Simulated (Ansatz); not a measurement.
Runs of Ansatz 0.2.0 on GaN. Symmetry: P6_3mc, No. 186, hexagonal system. Conventional cell: a = 3.180 Å, b = 3.180 Å, c = 5.166 Å, α = 90.00°, β = 90.00°, γ = 120.00°. Around Ga (site symmetry 3m) lie 4 N at 1.94 to 1.95 Å. N (site symmetry 3m) is surrounded by 4 Ga at 1.94 to 1.95 Å. 

```tsv
task	level	potentials or basis	cell	k mesh	cutoff (eV)	smearing	gap on the mesh (eV)	V0 of scaled cells (Å³/atom)	B0 (GPa)
relaxation of cell and atoms	PBE+D4	Ansatz PAW	relaxed	10 × 10 × 5	420	fermi-dirac 0.05 eV	1.92	-	-
equation of state	PBEsol	PseudoDojo PBEsol stringent	as given	10 × 10 × 5	1551	fermi-dirac 0.05 eV	-	(a)	189
equation of state	r2SCAN+rVV10	Ansatz PAW	as given	10 × 10 × 5	500	fermi-dirac 0.05 eV	-	11.30	200
phonons	PBEsol	Ansatz PAW	as given	8 × 8 × 5	420	fixed	1.91	-	-
equation of state	revPBE+D4	Ansatz PAW	as given	10 × 10 × 5	420	fermi-dirac 0.05 eV	-	11.23	188
equation of state	PBE	Ansatz PAW earlier set	as given	10 × 10 × 5	1020	fermi-dirac 0.05 eV	-	11.75	(b)
equation of state	BPBE	Ansatz PAW	as given	10 × 10 × 5	420	fermi-dirac 0.05 eV	-	11.73	173
```

Alike in all rows: no spin polarisation.

Task: Estimate the missing entries.

Result: (a) 11.36; (b) 172.

Caveats: the cell was scaled at fixed shape and fractional positions, which overstates the stiffness of a crystal with free parameters, most of all of layers and chains (some runs); odd divisions of the mesh miss points on the zone boundary, where band edges often lie, so the gap on the mesh can be too wide (some runs); the potentials were made for another functional, which shifts forces and pressure (some runs); the plane-wave basis is chosen anew once the cell has moved, so the energies of steps on either side of that aren't comparable (some runs); the PAW data sets were made with another functional, which shifts forces and pressure a little (some runs); the PAW data sets come from PBE, with cores solved anew for the run's functional, which leaves a small shift of forces and pressure (some runs).

A k mesh can miss the band edges, and the runs leave out spin-orbit coupling on Ga.
